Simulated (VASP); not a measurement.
# Relaxed cell of InSe: a test of cutoff and mesh

Aim: test the relaxed volume of InSe against cutoff and mesh. The starting structure is a measured crystal structure from the Crystallography Open Database. The first relaxation on each setting starts from this cell expanded by 3 % in volume.

Method: Kohn-Sham DFT with plane waves and PAW; PBEsol, in VASP 6.6.1.

The database entry behind the starting cell differs from later determinations by our own check (c about 1.5 % long), so it need not match the best structure at ambient conditions.

## (1) Starting point

It takes space group R3m (No. 160, trigonal). The conventional cell has a = 4.000 Å, b = 4.000 Å, c = 25.320 Å, α = 90.00°, β = 90.00°, γ = 120.00°. In has 3 Se at 2.63 Å and 1 In at 2.82 Å nearest. Nearest to In lie 3 Se at 2.64 Å and 1 In at 2.82 Å. Nearest to Se lie 3 In at 2.63 Å. Nearest to Se lie 3 In at 2.64 Å. Farther neighbours and most contacts between anions are not listed.

Coordinates:

```xyz
4
Lattice="2.0000 1.1547 8.4400 -2.0000 1.1547 8.4400 0.0000 -2.3094 8.4400" Properties=species:S:1:pos:R:3 pbc="T T T"
In    0.0000    0.0000   22.4994
In    0.0000    0.0000    0.0000
Se    0.0000    0.0000    4.3525
Se    0.0000    0.0000    9.7102
```

## (2) Reference relaxation

The input, INCAR:

```
SYSTEM = InSe
PREC = Accurate
ENCUT = 450
EDIFF = 1E-06
NELM = 100
ISMEAR = 0
SIGMA = 0.03
LREAL = .FALSE.
ALGO = Normal
GGA = PS
NBANDS = 25
LORBIT = 11
LWAVE = .FALSE.
LCHARG = .FALSE.
KPAR = 4
IBRION = 2
NSW = 50
ISIF = 3
EDIFFG = -0.004
```

The input, POSCAR:

```
InSe
1.0
    2.0198032681      1.1661339606      8.5235697914
   -2.0198032681      1.1661339606      8.5235697914
    0.0000000000     -2.3322679211      8.5235697914
In Se
2 2
Direct
    0.8886000000      0.8886000000      0.8886000000
    0.0000000000      0.0000000000      0.0000000000
    0.1719000000      0.1719000000      0.1719000000
    0.3835000000      0.3835000000      0.3835000000
```

The input, KPOINTS:

```
Automatic mesh
0
Gamma
6 6 6
0 0 0
```

Potentials, in the order of the species: In_d and Se (PBE family, release 64).

Run with:

```
mpirun -np 4 vasp_std
```

Log:

```text
[banner, memory and clock lines left out]
running    4 mpi-ranks, on    1 nodes
 distrk:  each k-point on    1 cores,    4 groups
 distr:  one band on    1 cores,    1 groups

 POSCAR found type information on POSCAR InSe
 POSCAR found :  2 types and       4 ions
|                                                                             |
|               ----> ADVICE to this user running VASP <----                  |
|                                                                             |
|     You enforced a specific xc type in the INCAR file but a different       |
|     [... a line on the potential file left out ...]
|     I HOPE YOU KNOW WHAT YOU ARE DOING!                                     |
|                                                                             |

 LDA part: xc-table for (Slater+PW92), standard interpolation
 POSCAR, INCAR and KPOINTS ok, starting setup
 FFT: planning ... GRIDC
 FFT: planning ... GRID_SOFT
 FFT: planning ... GRID
 WAVECAR not read
 entering main loop
       N       E                     dE             d eps       ncg     rms          rms(c)
DAV:   1     0.314719266027E+03    0.31472E+03   -0.16058E+04  1600   0.148E+03
DAV:   2     0.193069372937E+02   -0.29541E+03   -0.28906E+03  1634   0.372E+02
DAV:   3    -0.146672303305E+02   -0.33974E+02   -0.33487E+02  2112   0.143E+02
DAV:   4    -0.159794113967E+02   -0.13122E+01   -0.13097E+01  1787   0.309E+01
DAV:   5    -0.160417271936E+02   -0.62316E-01   -0.62307E-01  2622   0.604E+00    0.620E+00
DAV:   6    -0.156030567186E+02    0.43867E+00   -0.97195E-01  2169   0.168E+01    0.376E+00
DAV:   7    -0.155760225799E+02    0.27034E-01   -0.33536E-01  2200   0.445E+00    0.113E+00
DAV:   8    -0.155723024784E+02    0.37201E-02   -0.28889E-02  2377   0.192E+00    0.527E-01
DAV:   9    -0.155724026854E+02   -0.10021E-03   -0.48143E-03  1981   0.536E-01    0.144E-01
DAV:  10    -0.155724218560E+02   -0.19171E-04   -0.32657E-04  2160   0.139E-01    0.687E-02
DAV:  11    -0.155724862872E+02   -0.64431E-04   -0.12761E-04  1958   0.115E-01    0.197E-02
DAV:  12    -0.155724821454E+02    0.41418E-05   -0.16472E-05  2505   0.530E-02    0.127E-02
DAV:  13    -0.155724844018E+02   -0.22564E-05   -0.40227E-06  1444   0.130E-02    0.653E-03
DAV:  14    -0.155724849506E+02   -0.54878E-06   -0.16126E-06  1360   0.175E-02
   1 F= -.15572485E+02 E0= -.15572485E+02  d E =-.155725E+02
[... from here on, the cycles between the ionic steps are left out ...]
   2 F= -.15587453E+02 E0= -.15587453E+02  d E =-.149683E-01
   3 F= -.15587870E+02 E0= -.15587870E+02  d E =-.153853E-01
   4 F= -.15589200E+02 E0= -.15589200E+02  d E =-.133013E-02
   5 F= -.15589292E+02 E0= -.15589292E+02  d E =-.142212E-02
   6 F= -.15589342E+02 E0= -.15589342E+02  d E =-.491812E-04
   7 F= -.15589346E+02 E0= -.15589346E+02  d E =-.534644E-04
   8 F= -.15589369E+02 E0= -.15589369E+02  d E =-.230404E-04
   9 F= -.15589365E+02 E0= -.15589365E+02  d E =-.189251E-04
  10 F= -.15589369E+02 E0= -.15589369E+02  d E =-.234699E-04
  11 F= -.15589370E+02 E0= -.15589370E+02  d E =-.244278E-04
  12 F= -.15589370E+02 E0= -.15589370E+02  d E =-.243184E-04
 curvature:  -0.84 expect dE=-0.144E-04 dE for cont linesearch -0.828E-07
 trial: gam= 0.35013 g(F)=  0.124E-04 g(S)=  0.478E-05 ort =-0.238E-05 (trialstep = 0.105E+01)
 search vector abs. value=  0.226E-04
 bond charge predicted
       N       E                     dE             d eps       ncg     rms          rms(c)
DAV:   1    -0.155894085035E+02   -0.37439E-04   -0.66959E-03  2411   0.624E-01    0.452E-02
DAV:   2    -0.155893780852E+02    0.30418E-04   -0.13386E-04  1935   0.174E-01    0.146E-02
DAV:   3    -0.155893734802E+02    0.46050E-05   -0.21902E-05  2065   0.664E-02    0.801E-03
DAV:   4    -0.155893737766E+02   -0.29638E-06   -0.14722E-06   914   0.909E-03
  13 F= -.15589374E+02 E0= -.15589374E+02  d E =-.361403E-05
 trial-energy change:   -0.000004  1 .order   -0.000006   -0.000017    0.000005
 step:   0.8082(harm=  0.8082)  dis= 0.00056  next Energy=   -15.589377 (dE=-0.660E-05)
 reached required accuracy - stopping structural energy minimisation
```

Run time: 15 min. Hardware: 4 MPI ranks of Intel Xeon Platinum 8488C (Sapphire Rapids), shared host; peak memory 2.7 GiB.

The logs omit lines about the potential files and the build; timing stands in the text.

OUTCAR, selected parts (step 2):

```text
ion  position               nearest neighbor table
   1  0.889  0.889  0.889-   3 2.66   3 2.66   3 2.66   2 2.85
   2  0.000  0.000  0.000-   4 2.66   4 2.66   4 2.66   1 2.85
   3  0.172  0.172  0.172-   1 2.66   1 2.66   1 2.66
   4  0.383  0.383  0.383-   2 2.66   2 2.66   2 2.66

  LATTYP: Found a trigonal (rhomboedric) cell.
 ALAT       =     8.8368951360
 COS(alpha) =     0.8955162542

 Subroutine GETGRP returns: Found  6 space group operations
 (whereof  6 operations were pure point group operations)

The static configuration has the point symmetry C_3v.

 Found     32 irreducible k-points:

   k-points           NKPTS =     32   k-points in BZ     NKDIM =     32   number of bands    NBANDS=     25

   dimension x,y,z NGX =    64 NGY =   64 NGZ =   64
   dimension x,y,z NGXF=   128 NGYF=  128 NGZF=  128

   ENCUT  =  450.0 eV  33.07 Ry    5.75 a.u.  15.28 15.28 15.28*2*pi/ulx,y,z

   NELECT =      38.0000    total number of electrons

 k-points in reciprocal lattice and weights: Automatic mesh
   0.00000000  0.00000000  0.00000000       0.005
   0.16666667 -0.00000000  0.00000000       0.028
   0.33333333 -0.00000000  0.00000000       0.028
   0.50000000 -0.00000000  0.00000000       0.014
   0.16666667  0.16666667  0.00000000       0.028
   0.33333333  0.16666667  0.00000000       0.056
   0.50000000  0.16666667  0.00000000       0.056
  -0.33333333  0.16666667  0.00000000       0.056
  -0.16666667  0.16666667  0.00000000       0.028
[...]
-0.33333333  0.50000000  0.33333333       0.028
   0.50000000  0.50000000  0.50000000       0.005

 average (electrostatic) potential at core
       1 -97.0460       2 -97.0470       3 -54.0638       4 -54.0645

 E-fermi :   4.1398

 k-point     1 :       0.0000    0.0000    0.0000
  band No.  band energies     occupation
    ...
     15       2.3911      2.00000
     16       2.6495      2.00000
     17       2.6495      2.00000
     18       2.7404      2.00000
     19       2.7404      2.00000
     20       5.5687      0.00000
     21       5.9311      0.00000
     22       8.2273      0.00000
     23       8.2273      0.00000
     24       9.1546      0.00000
    ...

 k-point     2 :       0.1667   -0.0000    0.0000
  band No.  band energies     occupation
    ...
     15       1.2113      2.00000
     16       2.1224      2.00000
     17       2.3281      2.00000
     18       2.4608      2.00000
     19       2.8789      2.00000
     20       6.0249      0.00000
     21       6.5752      0.00000
     22       7.5611      0.00000
     23       8.4455      0.00000
     24       8.4599      0.00000
    ...

 k-point     3 :       0.3333   -0.0000    0.0000
  band No.  band energies     occupation
    ...
     15       0.1050      2.00000
     16       1.8285      2.00000
     17       1.8521      2.00000
     18       1.9486      2.00000
     19       2.7201      2.00000
     20       5.3706      0.00000
     21       5.9358      0.00000
     22       7.6581      0.00000
     23       8.0967      0.00000
     24       8.6377      0.00000
    ...

  Total       -0.0022880     -0.0022880      0.0054293      0.0000000      0.0000000      0.0000000
  in kB       -0.0312681     -0.0312681      0.0741969      0.0000000      0.0000000      0.0000000
  external PRESSURE =       0.0038869 kB  Pullay stress =       0.0000000 kB

  energy-cutoff  :      450.00
  volume of cell :      117.24
      direct lattice vectors                 reciprocal lattice vectors
     2.006705885  1.158572183  8.404470881     0.249164566  0.143855229  0.039661430
    -2.006705885  1.158572183  8.404470881    -0.249164566  0.143855229  0.039661430
     0.000000000 -2.317144366  8.404470881     0.000000000 -0.287710458  0.039661430

 POSITION                                       TOTAL-FORCE (eV/Angst)
 -----------------------------------------------------------------------------------
      0.00000      0.00000     22.42141        -0.000000     -0.000000     -0.003773
      0.00000      0.00000     25.19822         0.000000      0.000000      0.002725
      0.00000      0.00000      4.33525         0.000000      0.000000      0.003661
      0.00000      0.00000      9.66671        -0.000000     -0.000000     -0.002613
 -----------------------------------------------------------------------------------
    total drift:                                0.000000      0.000000      0.000297

  FREE ENERGIE OF THE ION-ELECTRON SYSTEM (eV)
  ---------------------------------------------------
  free  energy   TOTEN  =       -15.5893737766 eV

  energy  without entropy=      -15.5893737766  energy(sigma->0) =      -15.58937378

 reached required accuracy - stopping structural energy minimisation

 total charge
# of ion       s       p       d       tot
------------------------------------------
    1        0.859   0.674   9.885  11.417
    2        0.859   0.673   9.885  11.417
    3        1.475   2.322   0.023   3.820
    4        1.475   2.322   0.023   3.820
--------------------------------------------------
tot          4.667   5.992  19.815  30.474

[... 3 further parts left out ...]
```

Logs of long relaxations may skip ionic steps without a mark.

The PAW data sets were made with PBE, which is usual practice but a small mismatch for other functionals. The run keeps the 6 symmetry operations of its start, so it cannot find a distortion of lower symmetry.

The reference relaxation ends at 29.310 Å³ an atom.

## (3) Relaxation with a cutoff of 240 eV

Against step 2 the input has ENCUT = 240. This run starts from the cell of an earlier relaxation, which isn't shown; the restart sets up the plane waves anew.

Edit INCAR of step 2 so:

```diff
@@ -2,3 +2,3 @@
 PREC = Accurate
-ENCUT = 450
+ENCUT = 240
 EDIFF = 1E-06
```

The input, POSCAR:

```
InSe
1.0
    2.0017639261      1.1557189417      8.3498050621
   -2.0017639261      1.1557189417      8.3498050621
    0.0000000000     -2.3114378832      8.3498050621
In Se
2 2
Direct
    0.8889768899      0.8889768899      0.8889768899
    0.9996676401      0.9996676401      0.9996676401
    0.1711993433      0.1711993433      0.1711993433
    0.3841561267      0.3841561267      0.3841561267
```

KPOINTS is that of step 2.

Run with:

```
mpirun -np 4 vasp_std
```

Log:

```text
[banner, memory and clock lines left out]
running    4 mpi-ranks, on    1 nodes
[...]
[... a notice as in an earlier step ...]

 LDA part: xc-table for (Slater+PW92), standard interpolation
 POSCAR, INCAR and KPOINTS ok, starting setup
[...]
entering main loop
       N       E                     dE             d eps       ncg     rms          rms(c)
DAV:   1     0.242799476412E+03    0.24280E+03   -0.11692E+04  1601   0.939E+02
DAV:   2     0.373739511331E+01   -0.23906E+03   -0.23478E+03  1771   0.293E+02
DAV:   3    -0.155838078659E+02   -0.19321E+02   -0.19237E+02  2037   0.987E+01
DAV:   4    -0.160259136388E+02   -0.44211E+00   -0.44178E+00  1868   0.170E+01
[...]
DAV:  12    -0.155781828721E+02    0.48779E-05   -0.15979E-05  2294   0.439E-02    0.125E-02
DAV:  13    -0.155781852483E+02   -0.23762E-05   -0.38618E-06  1449   0.109E-02    0.645E-03
DAV:  14    -0.155781856721E+02   -0.42379E-06   -0.15173E-06  1328   0.150E-02
   1 F= -.15578186E+02 E0= -.15578186E+02  d E =-.155782E+02
[... from here on, the cycles between the ionic steps are left out ...]
   2 F= -.15578465E+02 E0= -.15578465E+02  d E =-.279499E-03
   3 F= -.15578597E+02 E0= -.15578597E+02  d E =-.411132E-03
   5 F= -.15578728E+02 E0= -.15578728E+02  d E =-.131426E-03
   7 F= -.15578946E+02 E0= -.15578946E+02  d E =-.218093E-03
   9 F= -.15579004E+02 E0= -.15579004E+02  d E =-.275787E-03
  11 F= -.15579100E+02 E0= -.15579100E+02  d E =-.956237E-04
  13 F= -.15579173E+02 E0= -.15579173E+02  d E =-.736363E-04
  15 F= -.15579176E+02 E0= -.15579176E+02  d E =-.764549E-04
  17 F= -.15579176E+02 E0= -.15579176E+02  d E =-.765167E-04
  19 F= -.15579176E+02 E0= -.15579176E+02  d E =0.820096E-07
  21 F= -.15579177E+02 E0= -.15579177E+02  d E =-.805943E-06
  23 F= -.15579177E+02 E0= -.15579177E+02  d E =-.813292E-06
  24 F= -.15579177E+02 E0= -.15579177E+02  d E =-.818962E-06
  25 F= -.15579177E+02 E0= -.15579177E+02  d E =-.559839E-06
 trial-energy change:   -0.000001  1 .order   -0.000001   -0.000001   -0.000000
 step:   0.4067(harm=  0.4067)  dis= 0.00003  next Energy=   -15.579178 (dE=-0.908E-06)
 reached required accuracy - stopping structural energy minimisation
```

It took 8.2 min on 4 MPI ranks; peak memory 1.3 GiB; 33 min of CPU time.

OUTCAR, selected parts (step 3):

```text
  Total        0.0004632      0.0004632     -0.0129142      0.0000000     -0.0000000      0.0000000
  in kB        0.0064601      0.0064601     -0.1801251      0.0000000     -0.0000000      0.0000000
  external PRESSURE =      -0.0557350 kB  Pullay stress =       0.0000000 kB

 POSITION                                       TOTAL-FORCE (eV/Angst)
 -----------------------------------------------------------------------------------
      0.00000      0.00000     22.11449         0.000000      0.000000      0.001935
      0.00000      0.00000     24.88424        -0.000000     -0.000000     -0.001500
      0.00000      0.00000      4.24282         0.000000      0.000000      0.000614
      0.00000      0.00000      9.57714        -0.000000     -0.000000     -0.001049
 -----------------------------------------------------------------------------------
    total drift:                                0.000000      0.000000     -0.000241

  FREE ENERGIE OF THE ION-ELECTRON SYSTEM (eV)
  ---------------------------------------------------
  free  energy   TOTEN  =       -15.5791774546 eV

  energy  without entropy=      -15.5791774546  energy(sigma->0) =      -15.57917745

[... 2 parts as in an earlier step ...]

[... 2 further parts left out ...]
[key lines of the parts left out:]
E-fermi :   4.3257
```

With a cutoff of 240 eV the cell ends at 28.717 Å³ an atom, -2.02 % from the reference, a by -0.4 % and c by -1.3 %.

(Part 1 of 2 ends here.)

[Lines on the potential files, build, host, timing and source positions are cut from VASP's logs without a mark.]

[Logs are printed without paths, hosts, clocks, repeated set-up lines and the standing remarks that a program may print on its own settings, such as how far it seeks lower states.]

[Hosts, paths, dates, database ids (printed as entryN), source tags and the programs' standing remarks are cut or masked in the printed files.]
